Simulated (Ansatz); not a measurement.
Set up this calculation in Ansatz 0.2.0, as the native input.

| Quantity | Value |
| --- | --- |
| Task | band structure |
| Functional | revPBE |
| Potentials or basis | all-electron LAPW, scalar-relativistic |
| Cutoff | 302 eV (chosen from the basis error) |
| Basis error allowed | 0.001 eV/atom |
| k mesh | 10 × 10 × 10 |
| Occupations | fermi-dirac, width 0.05 eV |
| Spin | no spin polarisation |

The system is HfC.

```
CELL_PARAMETERS angstrom
0.00000 2.32500 2.32500
2.32500 0.00000 2.32500
2.32500 2.32500 0.00000
ATOMIC_POSITIONS crystal
Hf 0.50000 0.50000 0.50000
C 0.00000 0.00000 0.00000
```

These files were run (other wordings do the same):

input.yaml

```yaml
crystal:
  lattice:
    - [0.0, 2.325, 2.325]
    - [2.325, 0.0, 2.325]
    - [2.325, 2.325, 0.0]
  atoms:
    - { symbol: Hf, position: [0.5, 0.5, 0.5] }
    - { symbol: C, position: [0.0, 0.0, 0.0] }
kpoints:
  mp_grid: { grid: [10, 10, 10] }
  band_path:
    path:
      - [0.0, 0.0, 0.0]
      - [0.5, 0.0, 0.5]
      - [0.5, 0.25, 0.75]
      - [0.375, 0.375, 0.75]
      - [0.0, 0.0, 0.0]
      - [0.5, 0.5, 0.5]
      - [0.625, 0.25, 0.625]
      - [0.5, 0.25, 0.75]
    npoints: 10
scf:
  occupations: { method: fermi_dirac, width: 0.05 }
hamiltonian:
  xc: revpbe
  pseudopotentials: { kind: all_electron, lapw: { basis_error: 0.001 } }
output:
  forces: true
  stress: true
  eigenvalues: true
```

Potentials or basis: all-electron LAPW, scalar-relativistic.

Command:

```sh
$ ansatz run input.yaml --threads 1 --pin off --max-ram 3072MiB --backend cpu --events-out ev --progress --plain --runs-dir out
```

Results of the run:

- Pressure: 3.2 GPa
- Band gap along the path: none (metal or under the smearing width)

Caveat: spin-orbit coupling is left out, which moves the levels of the heavy elements.

It took 13 s on 1 thread of Intel(R) Xeon(R) Platinum 8375C CPU @ 2.90GHz (Ice Lake) (shared host), peak memory 0.37 GiB.
